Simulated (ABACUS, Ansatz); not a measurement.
**Equation of state of InP under PBEsol**

```
CELL_PARAMETERS angstrom
0.00000 2.93050 2.93050
2.93050 0.00000 2.93050
2.93050 2.93050 0.00000
ATOMIC_POSITIONS crystal
In 0.00000 0.00000 0.00000
P 0.75000 0.75000 0.75000
```

The cell was scaled at fixed shape and fractions and run with Ansatz, Ansatz PAW (files of its older set among them), cutoff 710 eV; PBEsol, k mesh 8 × 8 × 8 on the cell of 2 atoms, fermi-dirac occupations of 0.05 eV, no spin polarisation, no spin-orbit coupling. The potentials were made for PBE. Energies are those that the program minimises, any entropy of the smearing included.

| V (Å³/atom) | energy over the lowest row (meV/atom) |
| --- | --- |
| 23.6566 | 27.81 |
| 24.1600 | 13.26 |
| 24.6633 | 4.18 |
| 25.1666 | 0.00 |
| 25.6700 | 0.20 |
| 26.1733 | ? |
| 26.6766 | 11.92 |

Problem. Fit the third-order Birch-Murnaghan form, give V0, B0 and B′, and predict the energy left open.

Solution. With y = (V0/V)^(2/3), E = E0 + (9 V0 B0/16) [(y - 1)³ B′ + (y - 1)² (6 - 4y)]. Least squares through the rows shown give V0 = 25.3922 Å³/atom, E0 = -0.42 meV, B0 = 66.78 GPa (1 eV/Å³ = 160.218 GPa) and B′ = 4.63, with a largest miss of 0.01 meV. At V = 26.1733 the form with these constants gives 4.31 meV; the run gave 4.31 meV an atom. Other set-ups at this level, from all their volumes (Å³/atom, GPa): ABACUS, PseudoDojo NC SR 0.4.1 PBEsol standard, plane waves: V0 25.429, B0 66.52; Ansatz, Ansatz PAW (made for PBE): V0 25.389, B0 66.82; Ansatz, PseudoDojo PBEsol: V0 25.431, B0 66.53; Ansatz, PseudoDojo stringent (made for PBE): V0 25.398, B0 66.65. Measured volume: 25.26 Å³/atom (pmc:5775340, doi:10.1038/s41598-018-19679-2), so the fit lies +0.5 % from it. The runs are for a static lattice.
